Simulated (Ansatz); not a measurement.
A trial cell of Li, before relaxation:

```cif
data_structure
_symmetry_space_group_name_H-M 'C2/m'
_symmetry_Int_Tables_number 12
_cell_length_a 5.3681
_cell_length_b 3.1024
_cell_length_c 7.7984
_cell_angle_alpha 90.000
_cell_angle_beta 103.422
_cell_angle_gamma 90.000
_cell_volume 126.33
loop_
_atom_site_label
_atom_site_type_symbol
_atom_site_symmetry_multiplicity
_atom_site_Wyckoff_symbol
_atom_site_fract_x
_atom_site_fract_y
_atom_site_fract_z
_atom_site_occupancy
Li1 Li 2 c 0.00000 0.00000 0.50000 1
Li2 Li 4 i 0.22234 0.00000 0.16667 1
```

All numbers below come from DFT PBE, scalar-relativistic, plane waves, PAW in Ansatz 0.2.0. Cutoff 420 eV, Gaussian smearing, Γ-centred meshes. Cell and atoms relax on a converged mesh. In metals the finer mesh still leaves noise of several meV/atom or more. The steps can't lower the symmetry of their start. No spin polarisation.

A guess keeps its type if space group and coordination stay and the shape of the cell changes little (axis ratios within about 15 %, angles within 6°); the volume may change.

Problem. Does it keep its structure type, or change into something else?

Solution. It keeps its type. The symmetry stays C2/m (No. 12). At a tolerance of 0.15 Å it has R-3m, and so small a departure can be an unfinished slide or mesh noise. The volume per atom shrinks by 4.0 %, from 21.1 to 20.2 Å³. The shortest distance goes from 3.09 Å (Li–Li) to 3.05 Å (Li–Li). Counting neighbours within 15 % of an atom's shortest distance, the start has Li 12 and the end Li 12.

Energies count from the standard state of Li at the same level.

Problem. At what energy does it end?

Solution. 0.00 eV/atom. It is level with the standard state within the noise.

The last run used an 18×18×6 mesh (in the run's order of axes) for its 3-atom cell and Gaussian smearing of 0.10 eV. For metals, differences of a few meV/atom aren't resolved. A structure relaxed within its symmetry needn't be a true minimum.
